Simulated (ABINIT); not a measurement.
**How the form of the self-energy moves the gap of RbBr (Fm-3m)**

Aim: compare treatments of exchange, screening and correlation for the gap of RbBr (Fm-3m).

Main program and level: ABINIT 10.8.3; PBE and many-body steps on it, plane waves.

The database entry behind the starting cell differs from later determinations by our own check (about 0.5 % short), so it need not match the best structure at ambient conditions.

### Step 1. Set-up

The structure is cubic, space group Fm-3m (No. 225). Conventional cell: a = 6.854 Å, b = 6.854 Å, c = 6.854 Å, α = 90.00°, β = 90.00°, γ = 90.00°. Rb has 6 Br at 3.43 Å nearest. Nearest to Br lie 6 Rb at 3.43 Å. Farther neighbours and most contacts between anions are not listed.

As a file:

```cif
data_structure
_symmetry_space_group_name_H-M 'P 1'
_symmetry_Int_Tables_number 1
_cell_length_a 4.8465
_cell_length_b 4.8465
_cell_length_c 4.8465
_cell_angle_alpha 60.000
_cell_angle_beta 60.000
_cell_angle_gamma 60.000
_cell_volume 80.50
loop_
_atom_site_label
_atom_site_type_symbol
_atom_site_fract_x
_atom_site_fract_y
_atom_site_fract_z
_atom_site_occupancy
Rb1 Rb 0.00000 0.00000 0.00000 1
Br2 Br 0.50000 0.50000 0.50000 1
```

The cell and positions come from the Crystallography Open Database and are kept as given unless a step says otherwise.

### Step 2. Empty states on the mesh, 4×4×4 mesh, 695 bands

This step: ABINIT 10.8.3; DFT, PBE, plane waves, norm-conserving pseudopotentials.

The sums over transitions need many empty states on a uniform mesh; this step solves for them.

run.abi reads:

```
acell 3*1.0 Angstrom
rprim 
  0.000000000000 3.427000000000 3.427000000000
  3.427000000000 0.000000000000 3.427000000000
  3.427000000000 3.427000000000 -0.000000000000
ntypat 2
znucl 37 35
natom 2
typat 1 2
xred 
  0.000000000000 0.000000000000 0.000000000000
  0.500000000000 0.500000000000 0.500000000000
pp_dirpath "pseudos"
pseudos "Rb.upf, Br.upf"
ecut 19
ngkpt 4 4 4
nshiftk 1
shiftk 0 0 0
kptopt 1
chksymbreak 0
irdden 1
istwfk *1
nband 695
prtvol 0
optdriver 6
gwr_task "HDIAGO"
paral_kgb 0
occopt 1
indata_prefix "in"
outdata_prefix "out"
tmpdata_prefix "tmp"
```

The run is started by

```
$ OMP_NUM_THREADS=1 mpirun -n 4 abinit run.abi > log
```

The log of the run:

```text
.Version 10.8.3 of ABINIT. v10.8.2 released Aug 2026.

 Symmetries : space group Fm -3 m (#225); Bravais cF (face-center cubic)
[... echo of the input left out ...]
== DATASET  1 ==================================================================
-   mpi_nproc: 4, omp_nthreads: 1 (-1 if OMP is not activated)

--- !DatasetInfo
iteration_state: {dtset: 1, }
dimensions: {natom: 2, nkpt: 8, mband: 695, nsppol: 1, nspinor: 1, nspden: 1, mpw: 2180, }
cutoff_energies: {ecut:  19.0, pawecutdg:  -1.0, }
[...]
Direct band gap semiconductor
 Fundamental gap:     4.364 (eV)
   VBM:    -1.042 (eV) at k: [ 0.0000E+00,  0.0000E+00,  0.0000E+00]
   CBM:     3.322 (eV) at k: [ 0.0000E+00,  0.0000E+00,  0.0000E+00]
 Direct gap:         4.364 (eV) at k: [ 0.0000E+00,  0.0000E+00,  0.0000E+00]

== END DATASET(S) ==============================================================
================================================================================

 -outvars: echo values of variables after computation  --------
           etotal      0.0000000000E+00
            nband         695
             nkpt           8
          spgroup         225
 [... the other variables as echoed above ...]

 Calculation completed.
```

The job ended after 26 s (4 MPI ranks of Arm Neoverse V1, shared host; peak memory 1.4 GiB).

Numbers from this step:

```
gap                                                           : 4.364 eV
k of the valence top                                          : 0, 0, 0
k of the conduction bottom                                    : 0, 0, 0
least direct gap                                              : 4.364 eV
k points computed                                             : 8
lowest point of the top converged band, above the valence top : 234.3859 eV
```

On this mesh the gap is 4.364 eV.

The density comes from a self-consistent run that is not shown.

### Step 3. Screening, 4×4×4 mesh, 687 bands, screening to 304.8 eV

The RPA dielectric matrix is built and inverted for each q.

This step: RPA screening on PBE, plane waves, norm-conserving pseudopotentials.

Edit run.abi of step 2 so:

```diff
@@ -20,10 +20,11 @@
 chksymbreak 0
-irdden 1
 istwfk *1
-nband 695
-prtvol 0
-optdriver 6
-gwr_task "HDIAGO"
-paral_kgb 0
 occopt 1
+irdwfk 1
+optdriver 3
+nband 687
+ecuteps 11.2
+inclvkb 2
+awtr 1
+symchi 1
 indata_prefix "in"
```

The log of the run:

```text
.Version 10.8.3 of ABINIT. v10.8.2 released Aug 2026.

 Symmetries : space group Fm -3 m (#225); Bravais cF (face-center cubic)
[... echo of the input left out ...]
== DATASET  1 ==================================================================
-   mpi_nproc: 4, omp_nthreads: 1 (-1 if OMP is not activated)

--- !DatasetInfo
iteration_state: {dtset: 1, }
dimensions: {natom: 2, nkpt: 8, mband: 687, nsppol: 1, nspinor: 1, nspden: 1, mpw: 2180, }
cutoff_energies: {ecut:  19.0, pawecutdg:  -1.0, }
electrons: {nelect:   1.60000000E+01, charge:   0.00000000E+00, occopt:   1.00000000E+00, tsmear:   1.00000000E-02, }

 SCREENING: Calculation of the susceptibility and dielectric matrices

 Based on a program developped by R.W. Godby, V. Olevano, G. Onida, and L. Reining.
 Incorporated in ABINIT by V. Olevano, G.-M. Rignanese, and M. Torrent.
.Using double precision arithmetic ; gwpc =  8

[... cell and pseudopotentials left out ...]
--------------------------------------------------------------------------------

 ==== K-mesh for the wavefunctions ====
 Number of points in the irreducible wedge :     8
[... list of points left out ...]
 Together with 48 symmetry operations and time-reversal symmetry
 yields    64 points in the full Brillouin Zone.

 ==== Q-mesh for the screening function ====
 Number of points in the irreducible wedge :     8
[... list of points left out ...]
 Together with 48 symmetry operations and time-reversal symmetry
 yields    64 points in the full Brillouin Zone.

 setmesh: FFT mesh size selected  =    32x   32x   32
          total number of points  =        32768

 vcoul_init : cutoff-mode = AUXILIARY_FUNCTION
 q-points for optical limit:   1
     1)      0.000010    0.000020    0.000030

- screening: taking advantage of time-reversal symmetry
- Maximum band index for partially occupied states nbvw = 8
- Remaining bands to be divided among processors   nbcw = 679
- Number of bands treated by each node ~169

 Number of electrons calculated from density =   16.0000; Expected =   16.0000
 average of density, n =  0.029454
 r_s =    2.0087
 omega_plasma =   16.5551 [eV]

 calculating chi0 at frequencies [eV] :
  1    0.000000E+00    0.000000E+00
  2    0.000000E+00    1.655507E+01

--------------------------------------------------------------------------------
  q-point number  1        q = ( 0.000000, 0.000000, 0.000000) [r.l.u.]
--------------------------------------------------------------------------------
[... chi0 elements left out ...]
 For q-point:  0.000010 0.000020 0.000030
  dielectric constant =   2.3653
  dielectric constant without local fields =   2.8438

  Average fulfillment of the sum rule on Im[epsilon] for q-point    1 :     99.85  [%]
[... wings left out ...]
  q-point number  2        q = ( 0.250000, 0.000000, 0.000000) [r.l.u.]
--------------------------------------------------------------------------------
[... chi0 elements left out ...]
  Average fulfillment of the sum rule on Im[epsilon] for q-point    2 :    101.34  [%]

 [... 6 further q-points ...]
```

Elapsed: 11 min, on 4 MPI ranks; peak memory 3.8 GiB.

This step gave:

```
ε∞ with local fields, on this mesh, along the program's q direction : 2.365
the same without local fields                                       : 2.844
plasma frequency                                                    : 16.56 eV
plane waves in the screening matrix                                 : 941
```

Local fields lower ε∞ by 17 %.

### Step 4. G0W0, Godby-Needs plasmon pole

The self-energy is evaluated for the states that the input lists, and the levels follow from it, in one-shot runs by the linearised quasiparticle equation.

This step: G0W0 on PBE, plane waves, norm-conserving pseudopotentials.

Edit run.abi of step 3 so:

```diff
@@ -23,8 +23,15 @@
 irdwfk 1
-optdriver 3
+optdriver 4
 nband 687
+gwcalctyp 0
+ecutsigx 19
+symsigma 1
+nkptgw 1
+kptgw 
+  0.0000000000 0.0000000000 0.0000000000
+bdgw 
+  6 12
 ecuteps 11.2
-inclvkb 2
-awtr 1
-symchi 1
+irdscr 1
+ppmodel 1
 indata_prefix "in"
```

The log of the run:

```text
.Version 10.8.3 of ABINIT. v10.8.2 released Aug 2026.

 Symmetries : space group Fm -3 m (#225); Bravais cF (face-center cubic)
[... echo of the input left out ...]
== DATASET  1 ==================================================================
-   mpi_nproc: 4, omp_nthreads: 1 (-1 if OMP is not activated)

--- !DatasetInfo
iteration_state: {dtset: 1, }
dimensions: {natom: 2, nkpt: 8, mband: 687, nsppol: 1, nspinor: 1, nspden: 1, mpw: 2180, }
cutoff_energies: {ecut:  19.0, pawecutdg:  -1.0, }
electrons: {nelect:   1.60000000E+01, charge:   0.00000000E+00, occopt:   1.00000000E+00, tsmear:   1.00000000E-02, }

 SIGMA: Calculation of the GW corrections

 Based on a program developped by R.W. Godby, V. Olevano, G. Onida, and L. Reining.
 Incorporated in ABINIT by V. Olevano, G.-M. Rignanese, and M. Torrent.
.Using double precision arithmetic ; gwpc =  8

[... cell and pseudopotentials left out ...]
--------------------------------------------------------------------------------

 ==== K-mesh for the wavefunctions ====
 Number of points in the irreducible wedge :     8
[... list of points left out ...]
 Together with 48 symmetry operations and time-reversal symmetry
 yields    64 points in the full Brillouin Zone.

 ==== Q-mesh for screening function ====
 Number of points in the irreducible wedge :     8
[... list of points left out ...]
 Together with 48 symmetry operations and time-reversal symmetry
 yields    64 points in the full Brillouin Zone.

 vcoul_init : cutoff-mode = AUXILIARY_FUNCTION
 q-points for optical limit:   1
     1)      0.000010    0.000020    0.000030
 setmesh: FFT mesh size selected  =    36x   36x   36
          total number of points  =        46656

 Number of electrons calculated from density =   16.0000; Expected =   16.0000
 average of density, n =  0.029454
 r_s =    2.0087
 omega_plasma =   16.5551 [eV]

 === KS Band Gaps ===
  >>>> For spin  1
   Minimum direct gap =   4.3636 [eV], located at k-point      :   0.0000  0.0000  0.0000
   Fundamental gap    =   4.3636 [eV], Top of valence bands at :   0.0000  0.0000  0.0000
                                       Bottom of conduction at :   0.0000  0.0000  0.0000
 SIGMA fundamental parameters:
 PLASMON POLE MODEL  1
 number of plane-waves for SigmaX                 2109
 number of plane-waves for SigmaC and W            941
 number of plane-waves for wavefunctions          2109
 number of bands                                   687
 number of independent spin polarizations            1
 number of spinorial components                      1
 number of k-points in IBZ                           8
 number of q-points in IBZ                           8
 number of symmetry operations                      48
 number of k-points in BZ                           64
 number of q-points in BZ                           64
 number of frequencies for dSigma/dE                 9
 frequency step for dSigma/dE [eV]                0.25
 number of omega for Sigma on real axis              0
 max omega for Sigma on real axis  [eV]           0.00
 zcut for avoiding poles [eV]                     0.10

 EPSILON^-1 parameters (SCR file):
 dimension of the eps^-1 matrix on file            941
 dimension of the eps^-1 matrix used               941
 number of plane-waves for wavefunctions          2109
 number of bands                                   687
 number of q-points in IBZ                           8
 number of frequencies                               2
 number of real frequencies                          1
 number of imag frequencies                          1

 matrix elements of self-energy operator (all in [eV])

 Perturbative Calculation

--- !SelfEnergy_ee
iteration_state: {dtset: 1, }
kpoint     : [   0.000,    0.000,    0.000, ]
spin       : 1
KS_gap     :    4.364
QP_gap     :    6.894
Delta_QP_KS:    2.531
data: !SigmaeeData |
     Band     E0 <VxcDFT>   SigX SigC(E0)      Z dSigC/dE  Sig(E)    E-E0       E
        6  -1.042 -12.668 -16.491   1.341   0.811  -0.233 -14.682  -2.013  -3.055
        7  -1.042 -12.668 -16.491   1.341   0.811  -0.233 -14.682  -2.013  -3.055
        8  -1.042 -12.668 -16.491   1.341   0.811  -0.233 -14.682  -2.013  -3.055
        9   3.322  -6.375  -2.894  -2.884   0.867  -0.153  -5.858   0.517   3.839
       10   6.243  -7.381  -3.248  -3.008   0.862  -0.160  -6.411   0.970   7.213
       11   6.243  -7.381  -3.248  -3.008   0.862  -0.160  -6.411   0.970   7.213
       12   6.243  -7.381  -3.248  -3.008   0.862  -0.160  -6.411   0.970   7.213

== END DATASET(S) ==============================================================
================================================================================

 -outvars: echo values of variables after computation  --------
           etotal      0.0000000000E+00
            nband         687
             nkpt           8
          spgroup         225
 [... the other variables as echoed above ...]

 Calculation completed.
```

The job ended after 6.4 min (4 MPI ranks; peak memory 5.1 GiB).

This step gave:

| Item | Value |
| --- | --- |
| G0W0 gap on the points computed | 6.894 eV |
| starting gap on the mesh | 4.364 eV |
| k of the valence top | 0, 0, 0 |
| k of the conduction bottom | 0, 0, 0 |
| Z at the valence top | 0.811 |
| Z at the conduction bottom | 0.867 |
| least direct G0W0 gap on the computed points | 6.894 eV |

The gap on the mesh goes from 4.36 eV to 6.89 eV, a correction of +2.53 eV.

### Step 5. G0W0, Hybertsen-Louie plasmon pole

Edit run.abi of step 4 so:

```diff
@@ -35,3 +35,3 @@
 irdscr 1
-ppmodel 1
+ppmodel 2
 indata_prefix "in"
```

The log of the run:

```text
.Version 10.8.3 of ABINIT. v10.8.2 released Aug 2026.

 Symmetries : space group Fm -3 m (#225); Bravais cF (face-center cubic)
[... echo of the input left out ...]
== DATASET  1 ==================================================================
-   mpi_nproc: 4, omp_nthreads: 1 (-1 if OMP is not activated)

--- !DatasetInfo
iteration_state: {dtset: 1, }
dimensions: {natom: 2, nkpt: 8, mband: 687, nsppol: 1, nspinor: 1, nspden: 1, mpw: 2180, }
cutoff_energies: {ecut:  19.0, pawecutdg:  -1.0, }
electrons: {nelect:   1.60000000E+01, charge:   0.00000000E+00, occopt:   1.00000000E+00, tsmear:   1.00000000E-02, }

 SIGMA: Calculation of the GW corrections

 Based on a program developped by R.W. Godby, V. Olevano, G. Onida, and L. Reining.
 Incorporated in ABINIT by V. Olevano, G.-M. Rignanese, and M. Torrent.
.Using double precision arithmetic ; gwpc =  8

[... cell and pseudopotentials left out ...]
--------------------------------------------------------------------------------

 ==== K-mesh for the wavefunctions ====
 Number of points in the irreducible wedge :     8
[... list of points left out ...]
 Together with 48 symmetry operations and time-reversal symmetry
 yields    64 points in the full Brillouin Zone.

 ==== Q-mesh for screening function ====
 Number of points in the irreducible wedge :     8
[... list of points left out ...]
 Together with 48 symmetry operations and time-reversal symmetry
 yields    64 points in the full Brillouin Zone.

 vcoul_init : cutoff-mode = AUXILIARY_FUNCTION
 q-points for optical limit:   1
     1)      0.000010    0.000020    0.000030
 setmesh: FFT mesh size selected  =    36x   36x   36
          total number of points  =        46656

 Number of electrons calculated from density =   16.0000; Expected =   16.0000
[...]
number of q-points in BZ                           64
 number of frequencies for dSigma/dE                 9
 frequency step for dSigma/dE [eV]                0.25
 number of omega for Sigma on real axis              0
 max omega for Sigma on real axis  [eV]           0.00
 zcut for avoiding poles [eV]                     0.10

 EPSILON^-1 parameters (SCR file):
 dimension of the eps^-1 matrix on file            941
 dimension of the eps^-1 matrix used               941
 number of plane-waves for wavefunctions          2109
 number of bands                                   687
 number of q-points in IBZ                           8
 number of frequencies                               2
 number of real frequencies                          1
 number of imag frequencies                          1

 matrix elements of self-energy operator (all in [eV])

 Perturbative Calculation

--- !SelfEnergy_ee
iteration_state: {dtset: 1, }
kpoint     : [   0.000,    0.000,    0.000, ]
spin       : 1
KS_gap     :    4.364
QP_gap     :    7.169
Delta_QP_KS:    2.805
data: !SigmaeeData |
     Band     E0 <VxcDFT>   SigX SigC(E0)      Z dSigC/dE  Sig(E)    E-E0       E
        6  -1.042 -12.668 -16.491   0.922   0.852  -0.173 -15.141  -2.472  -3.514
        7  -1.042 -12.668 -16.491   0.922   0.852  -0.173 -15.141  -2.472  -3.514
        8  -1.042 -12.668 -16.491   0.922   0.852  -0.173 -15.141  -2.472  -3.514
        9   3.322  -6.375  -2.894  -3.105   0.887  -0.128  -6.042   0.333   3.655
       10   6.243  -7.381  -3.248  -3.247   0.882  -0.133  -6.600   0.781   7.024
       11   6.243  -7.381  -3.248  -3.247   0.882  -0.133  -6.600   0.781   7.024
       12   6.243  -7.381  -3.248  -3.247   0.882  -0.133  -6.600   0.781   7.024

== END DATASET(S) ==============================================================
================================================================================

 -outvars: echo values of variables after computation  --------
           etotal      0.0000000000E+00
            nband         687
             nkpt           8
          spgroup         225
 [... the other variables as echoed above ...]

 Calculation completed.
```

The job ended after 6.2 min (4 MPI ranks; peak memory 4.7 GiB).

Numbers from this step:

```yaml
g0w0_gap_on_the_points_computed: 7.169 eV
starting_gap_on_the_mesh: 4.364 eV
k_of_the_valence_top: 0, 0, 0
k_of_the_conduction_bottom: 0, 0, 0
z_at_the_valence_top: 0.852
z_at_the_conduction_bottom: 0.887
least_direct_g0w0_gap_on_the_computed_points: 7.169 eV
```

Against G0W0 in ABINIT (4×4×4 mesh, 687 bands, screening to 304.8 eV, Godby-Needs plasmon pole), the gap moves by +0.275 eV.

### Step 6. G0W0, von der Linden-Horsch plasmon pole

Edit run.abi of step 5 so:

```diff
@@ -35,3 +35,3 @@
 irdscr 1
-ppmodel 2
+ppmodel 3
 indata_prefix "in"
```

The log of the run:

```text
.Version 10.8.3 of ABINIT. v10.8.2 released Aug 2026.

 Symmetries : space group Fm -3 m (#225); Bravais cF (face-center cubic)
[... echo of the input left out ...]
== DATASET  1 ==================================================================
-   mpi_nproc: 4, omp_nthreads: 1 (-1 if OMP is not activated)

--- !DatasetInfo
iteration_state: {dtset: 1, }
dimensions: {natom: 2, nkpt: 8, mband: 687, nsppol: 1, nspinor: 1, nspden: 1, mpw: 2180, }
cutoff_energies: {ecut:  19.0, pawecutdg:  -1.0, }
[...]
10   6.243  -7.381  -3.248  -3.356   0.906  -0.104  -6.677   0.704   6.947
       11   6.243  -7.381  -3.248  -3.356   0.906  -0.104  -6.677   0.704   6.947
       12   6.243  -7.381  -3.248  -3.356   0.906  -0.104  -6.677   0.704   6.947

== END DATASET(S) ==============================================================
================================================================================

 -outvars: echo values of variables after computation  --------
           etotal      0.0000000000E+00
            nband         687
             nkpt           8
          spgroup         225
 [... the other variables as echoed above ...]

 Calculation completed.
```

Wall time 2.4 min (4 MPI ranks); peak memory 4.2 GiB.

This step gave:

```
G0W0 gap on the points computed              : 7.138 eV
starting gap on the mesh                     : 4.364 eV
k of the valence top                         : 0, 0, 0
k of the conduction bottom                   : 0, 0, 0
least direct G0W0 gap on the computed points : 7.138 eV
```

Against G0W0 in ABINIT (4×4×4 mesh, 687 bands, screening to 304.8 eV, Godby-Needs plasmon pole), the gap moves by +0.244 eV.

(Continued in part 2 of 2.)

[Paths, hosts, dates, memory and timing lines, banners, echoed tables and standing remarks are left out of the program output.]

[Logs are printed without paths, hosts, clocks, repeated set-up lines and the standing remarks that a program may print on its own settings, such as how far it seeks lower states.]

[Runs of the session that timed out or met a known fault of the program may be left out.]

[Hosts, paths, dates, database ids (printed as entryN), source tags and the programs' standing remarks are cut or masked in the printed files.]

[G0W0 gaps are taken among the corrected bands and points alone; a level outside them can change the order at an edge.]

[Where Ansatz stands beside ABINIT at settings called matched, ABINIT's density can come from a denser mesh and the files from another edition; pairs whose starting gaps differed by over 0.03 eV were left out, so agreement reads better than it is.]
